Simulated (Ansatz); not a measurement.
**SnTe under changes of volume**

One of the cells (31.281 Å³/atom); the others are scaled copies at fixed shape and fractional positions:

```
Te Sn
1.0
     0.00000    3.15085    3.15085
     3.15085    0.00000    3.15085
     3.15085    3.15085    0.00000
Te Sn
1 1
Cartesian
  3.1509 3.1509 3.1509
  0.0000 0.0000 0.0000
```

| Quantity | Value |
| --- | --- |
| Program | Ansatz 0.2.0 |
| Functional | PBE |
| Potentials or basis | Ansatz PAW |
| Cutoff | 420 eV (not typed: the program's choice for these potentials) |
| k mesh | 7 × 7 × 7 |
| Occupations | fermi-dirac, width 0.05 eV |
| Spin | no spin polarisation |

| volume (Å³/atom) | energy over the lowest point (meV/atom) | pressure (GPa) |
| --- | --- | --- |
| 29.404 | 55.89 | 5.7 |
| 30.030 | ? | ? |
| 30.656 | 21.01 | 3.3 |
| 31.281 | 10.30 | 2.2 |
| 31.907 | 3.47 | 1.3 |
| 32.532 | 0.15 | 0.4 |
| 33.158 | 0.00 | -0.3 |

**Question.** What does the run at 30.030 Å³/atom give?

**Answer.** Energy over the lowest point 36.05 meV/atom; pressure 4.4 GPa.

Worked out: A Birch-Murnaghan fit of order 3 (a polynomial in V^(-2/3)) to the other rows has its minimum at 32.87 Å³/atom with B0 = V·E''(V) = 40 GPa and B' = 4.4. It gives 36.05 meV/atom at 30.030 Å³/atom, against the run's 36.05, and -dE/dV = 4.4 GPa, against 4.4.

Energies are extrapolated to zero smearing.
